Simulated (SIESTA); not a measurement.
**Au under changes of volume**

One of the cells (16.855 Å³/atom); the others are scaled copies at fixed shape and fractional positions:

```xyz
1
Lattice="0.0000 2.0350 2.0350 2.0350 0.0000 2.0350 2.0350 2.0350 0.0000" Properties=species:S:1:pos:R:3 pbc="T T T"
Au    0.0000    0.0000    0.0000
```

| Item | Value |
| --- | --- |
| Program | SIESTA 5.4.2 |
| Functional | PBE |
| Potentials or basis | PseudoDojo 0.4 standard (PBE files) |
| Basis | TZP (energy shift 0.003 Ry; two zetas on semicore shells) |
| Grid cutoff | 800 Ry |
| Energy shift | 0.003 Ry |
| k mesh | 11 × 11 × 11 |
| Occupations | fermi-dirac, width 0.05 eV |
| Spin | no spin polarisation |

```csv
volume (Å³/atom),energy over the lowest point (meV/atom),pressure (GPa)
15.843,150.87,26.0
16.181,102.11,20.4
16.518,64.20,15.6
16.855,36.00,11.1
17.192,16.88,7.2
17.529,?,?
17.866,0.00,0.9
```

Question: What does the run at 17.529 Å³/atom give?

Answer: Energy over the lowest point 5.16 meV/atom; pressure 3.9 GPa.

Worked out: A Birch-Murnaghan fit of order 3 (a polynomial in V^(-2/3)) to the other rows has its minimum at 17.97 Å³/atom, just outside them, with B0 = V·E''(V) = 147 GPa and B' = 5.4. It gives 4.98 meV/atom at 17.529 Å³/atom, against the run's 5.16, and -dE/dV = 3.9 GPa, against 3.9.

Energies are extrapolated to zero smearing.

Caveats: short orbitals over semicore shells can move pressures by several GPa; the basis of atomic orbitals isn't converged, which shifts pressures, moduli and gaps.
